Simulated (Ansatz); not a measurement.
# How fast does B move in Ti?

All numbers below come from DFT PBE, scalar-relativistic, plane waves, PAW (Ansatz). Settings: 420 eV cutoff, 4×4×4 k-mesh, shifted by half a step, Gaussian smearing of 0.10 eV, no spin polarisation.

Host crystal, relaxed:

```
CELL_PARAMETERS angstrom
4.57954 0.00000 0.00000
-2.28977 3.96599 0.00000
0.00000 0.00000 2.83217
ATOMIC_POSITIONS crystal
Ti 0.00000 0.00000 0.00000
Ti 0.33333 0.66667 0.50000
Ti 0.66667 0.33333 0.50000
```

In a supercell of 18 host sites, interstitial B hops to an equivalent place, moving 2.29 Å. Climbing-image nudged elastic band at fixed cell; the order of the saddle wasn't checked, and the small cell leaves errors of about a tenth of an eV.

```tsv
image	path (Å)	E − E(0) (eV)
0	0.00	0.000
1	0.56	0.349
2	1.12	0.973
3	1.68	1.141
4	2.24	0.973
5	2.80	0.349
6	3.36	0.000
```

Problem. What are the barriers forward and back, and what attempt frequency does the shape suggest?

Solution. Forward 1.14 eV, back 1.14 eV, the ends being level. For a sinusoidal profile E_b sin²(πx/l), with the B atom alone moving, ν = (1/l)√(E_b/2m) = 9.9×10¹² s⁻¹, within an order of magnitude of the customary 10¹³ s⁻¹; a true prefactor needs the vibrations at the minimum and at the saddle.

Problem. With ν = 10¹³ s⁻¹, give the forward jump rate along this one path, the wait 1/k for that jump, the diffusivity D ≈ l²k and the distance √(Dt) covered in an hour at 300, 600 and 1000 K, taking the host as solid throughout.

Solution. k = ν exp(−E_b/k_BT):
| T (K) | k (1/s) | wait (s) | D (cm²/s) | √(Dt) in 1 h (nm) |
| --- | --- | --- | --- | --- |
| 300 | 6.9×10⁻⁷ | 1.4×10⁶ | 3.6×10⁻²² | 0.011 |
| 600 | 2632 | 3.8×10⁻⁴ | 1.4×10⁻¹² | 705 |
| 1000 | 1.8×10⁷ | 5.6×10⁻⁸ | 9.4×10⁻⁹ | 5.8×10⁴ |

D = l²k holds for six equivalent jumps in three dimensions (z l²k/6) and is a scale otherwise. Long-range transport needs a connected net of such jumps, and traps slow it. D is that of an interstitial already there. An error of 0.1 eV in the barrier changes k by a factor of 48 at 300 K and 3.2 at 1000 K.

Cost: 1 run of about 58 core-minutes, on Intel Xeon 6975P-C (Granite Rapids) (shared hosts).